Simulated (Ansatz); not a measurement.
Consider the formal exchange of groups at a C–C bond: `CCC(C)CC` + `FC(F)(F)[SiH3]` → `C[SiH2]C(F)(F)F` + `CCC(C)C`.

Program: Ansatz. Geometries: PBE0-D4/def2-TZVP. ΔE: electronic, gas phase. CCSD(T)/CBS adds triple-zeta CCSD(T) − MP2 to the extrapolated MP2 energy (def2 sets, frozen cores). One conformer a species, not always the lowest.

| species | CCSD/def2-TZVPP energy (Eh) |
| --- | --- |
| `CCC(C)CC` | -236.59217 |
| `FC(F)(F)[SiH3]` | -628.07362 |
| `C[SiH2]C(F)(F)F` | -667.32416 |
| `CCC(C)C` | -197.36156 |

Problem. Work out ΔE.

Solution. ΔE = (-667.32416) + (-197.36156) − (-236.59217) − (-628.07362) = -0.01993 Eh = -12.5 kcal/mol. CCSD(T)/CBS gives -12.8 kcal/mol.

Largest T1 diagnostic among the species: 0.013.

The D4 term adds +0.7 kcal/mol with B3LYP and +0.4 kcal/mol with PBE0; it sums over pairs of atoms, weighted by their polarisabilities, and B3LYP, whose exchange is more repulsive, gets the larger term.

B3LYP here is the variant with VWN-RPA as its local correlation; programs differ in this.
